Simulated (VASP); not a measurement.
Write the native input for VASP 6.6.1 that does the following.

* Task: single point
* Functional: PBE
* Potentials or basis: VASP PAW PBE potentials, release 64 (Si)
* Cutoff: 520 eV
* k mesh: 8 × 8 × 8
* Occupations: fermi-dirac, width 0.02 eV
* Spin: no spin polarisation
* Dipole correction: no
* Further INCAR settings: ALGO = Fast; EDIFF = 1e-07; NBANDS = 11

The structure of Si lies in POSCAR:

```
Si
1.0
    0.0000000000      2.7221188962      2.7221188962
    2.6684931539      0.0000000000      2.7221188962
    2.6684931539      2.7221188962      0.0000000000
Si
2
Direct
    0.0000000000      0.0000000000      0.0000000000
    0.2500000000      0.2500000000      0.2500000000
```

The cell was built by a generator and needn't be a form met in nature.

The cell isn't the ideal one: uniaxial_x strain -2.0%.

One way to write it, as run:

INCAR

```
SYSTEM = Si
ALGO = Fast
EDIFF = 1E-7
ENCUT = 520
GGA = PE
ISIF = 2
ISMEAR = -1
LASPH = .True.
LCHARG = .True.
LELF = .True.
LREAL = .False.
LVHAR = .True.
LWAVE = .False.
NBANDS = 11
NELM = 100
PREC = Accurate
SIGMA = 0.02
```

KPOINTS

```
k-points
0
Gamma
  8 8 8
  0 0 0
```

Potentials or basis: VASP PAW PBE potentials, release 64 (Si).

The run is started by

```console
$ cat potpaw_PBE.64/Si/POTCAR > POTCAR
$ mpirun -np 1 vasp_std > vasp.out
```

It gave:

| Quantity | Value |
| --- | --- |
| Pressure | 3.2 GPa |
| Band gap on the k mesh | 0.38 eV, indirect (least direct gap 2.43 eV) |

It took 15 s on 1 thread of Intel(R) Xeon(R) 6975P-C (Granite Rapids), with other jobs on the host, peak memory 0.15 GiB.
